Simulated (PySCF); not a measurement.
# Structure from NMR data

An unknown has the formula C$_{4}$H$_{6}$. Its calculated NMR data are:

1H NMR (400 MHz, computed): δ 1.41 (t, J = 2.9 Hz, 2H), 1.24 (t, J = 2.9 Hz, 2H), 0.40 (s, 2H).

13C{1H} NMR (computed): δ 30.4 (CH2), -2.4 (CH).

PySCF 2.14.0 with density-fitted response routines calculation with B3LYP/pcJ-1 coupling constants (without the spin–dipole term), NMR shieldings at PBE0/pcSseg-1/GIAO and structure optimised with PBE0-D3(BJ)/def2-SVP; in vacuum, one computed conformer, one averaged value for each set of equivalent atoms, non-relativistic Hamiltonian.

Shifts are taken against calculated references (same method and geometry level): 1H and 13C against TMS.

Task: Which candidate is it?
A. CC#CC
B. C1=CCC1
C. CC1=CC1
D. C1[C@H]2C[C@@H]12
E. C=C1CC1
F. C#CCC

Result: D. 

1. Rings plus π bonds: 2 (2 rings in the answer).
2. 2 carbon signals for 4 carbons: some carbons are equivalent by symmetry or fast rotation.
3. Carbon types of the structure: 2 × CH, 2 × CH2, which accounts for all hydrogens.
4. δC 30.4, -2.4: three-membered-ring carbon.
5. δH 1.41, 1.24, 0.40: hydrogen on a three-membered-ring carbon; cyclopropane-type protons are shielded by the ring.

The others: C1=CCC1 would give 2 signals for carbon-bound and other non-exchanging H, not 3; C=C1CC1 would give 3 carbon signals, not 2; CC1=CC1 would give 4 carbon signals, not 2; C#CCC would give 4 carbon signals, not 2; CC#CC would give 1 signal for carbon-bound and other non-exchanging H, not 3.

Multiplet labels drop couplings under 1 Hz and merge nearly equal ones. Unscaled 3J(H,H) at this level run about 10 % above measured values. Shifts are as computed. Against solution values, carbons near 30 ppm lie about +2 ppm off and those near 130 ppm about +5 ppm. Of 1211 compounds with measured shifts, 218 miss one by over three times the rms of a fit or turn the order of signals round; such compounds aren't used in these exercises.
